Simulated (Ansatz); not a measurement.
**TiAl3: under pressure**

Aim: relax TiAl3 at pressures from -1 to 90 GPa within the symmetry of the start, and follow volume, cell shape and gap.

Program: Ansatz 0.2.0. Level of theory: DFT r2SCAN, scalar-relativistic, plane waves, PAW. These are calculated values, not measurements.

1 further run of the same task is left out (set aside as unsound or not needed).

## (1) Starting point

The structure is cubic, space group Pm-3m (No. 221). The conventional cell has a = 3.956 Å, b = 3.956 Å, c = 3.956 Å, α = 90.00°, β = 90.00°, γ = 90.00°. Ti (site symmetry m-3m) has 12 Al at 2.80 Å as nearest neighbours. Al (site symmetry 4/mmm) is surrounded by 4 Ti at 2.80 Å and 8 Al at 2.80 Å.

Coordinates:

```cif
data_structure
_symmetry_space_group_name_H-M 'P 1'
_symmetry_Int_Tables_number 1
_cell_length_a 3.9557
_cell_length_b 3.9557
_cell_length_c 3.9557
_cell_angle_alpha 90.000
_cell_angle_beta 90.000
_cell_angle_gamma 90.000
_cell_volume 61.90
loop_
_atom_site_label
_atom_site_type_symbol
_atom_site_fract_x
_atom_site_fract_y
_atom_site_fract_z
_atom_site_occupancy
Ti1 Ti 0.00000 0.00000 0.00000 1
Al1 Al 0.50000 0.50000 0.00000 1
Al2 Al 0.50000 0.00000 0.50000 1
Al3 Al 0.00000 0.50000 0.50000 1
```

It goes back to an entry of the Materials Project, which need not be the stable form.

It is the result of an earlier relaxation at this level (volume 15.47 Å³/atom; gap on the mesh: none (metal)).

## (2) Relaxing at -1 GPa

The input, input.yaml:

```yaml
crystal:
  lattice:
    - [3.968492312, 0.0, 0.0]
    - [0.0, 3.968492312, 0.0]
    - [0.0, 0.0, 3.968492312]
  atoms:
    - { symbol: Ti, position: [0.0, 0.0, 0.0] }
    - { symbol: Al, position: [0.5, 0.5, 0.0] }
    - { symbol: Al, position: [0.5, 0.0, 0.5] }
    - { symbol: Al, position: [0.0, 0.5, 0.5] }
basis:
  ecutwfc: 500
kpoints:
  mp_grid: { grid: [10, 10, 10] }
hamiltonian:
  xc: r2scan
scf:
  occupations: { method: gaussian, width: 0.1 }
output:
  forces: true
  stress: true
  eigenvalues: true
relax:
  adjacent_minimum: "off"
  f_tol: 0.008
  max_steps: 50
  cell: { stress_tol: 0.08, p_target: -1.0 }
```

On the command line:

```console
> ansatz run input.yaml --threads 1 --pin off --max-ram 2560MiB --backend cpu --events-out ev --progress --plain --runs-dir out
```

The session goes on with these runs: relaxing at 1 GPa; 4 GPa; relaxing at 12 GPa; target pressure 25 GPa; target pressure 50 GPa; target pressure 90 GPa.

**Question.** What will these runs give? Wanted: bulk modulus B0; B0'.

**Answer**, as computed:

| quantity | value |
| --- | --- |
| volume at 90 GPa | 10.61 Å³/atom, V/V0 = 0.686 |
| bulk modulus B0 (third-order Birch-Murnaghan) | 117 GPa |
| B0' | 3.8 |

At 90 GPa the crystal has lost 31.4 % of its volume. A third-order Birch-Murnaghan curve fits the points with B0 = 117 GPa. Other structures may take over in this range; these runs cannot find them.
